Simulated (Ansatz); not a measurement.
## Convergence of BeSe

```
CELL_PARAMETERS angstrom
0.00000 2.53500 2.53500
2.53500 0.00000 2.53500
2.53500 2.53500 0.00000
ATOMIC_POSITIONS crystal
Be 0.00000 0.00000 0.00000
Se 0.75000 0.75000 0.75000
```

Atoms are numbered in the order listed.

The geometry is COD entry 9008837, unchecked; take it as a test cell. It differs from other determinations.

All numbers below come from DFT, PBE, all-electron LAPW, scalar-relativistic in Ansatz 0.2.0.

Settings: a Γ-centred 10×10×10 k mesh, Fermi–Dirac smearing of 0.03 eV, basis error target 0.5 meV/atom, no spin polarisation. One setting is then changed at a time.

```
                   filling  energy at zero smearing less the base's (meV/atom)  P (GPa)  cutoff chosen (eV)
Fermi–Dirac 0.03 eV (base)                                                 0.0     5.35                 284
               tetrahedron                                                 0.0        –                 284
              cold 0.15 eV                                                 0.0     5.35                 284
           Gaussian 0.2 eV                                                 0.0     5.35                 284
       Fermi–Dirac 0.01 eV                                                 0.0     5.35                 284
       Fermi–Dirac 0.28 eV                                                   ?     5.34                 284
```

(1) Give the missing entry: row "Fermi–Dirac 0.28 eV", column "energy at zero smearing less the base's (meV/atom)".

Answers

(1) 0.4.
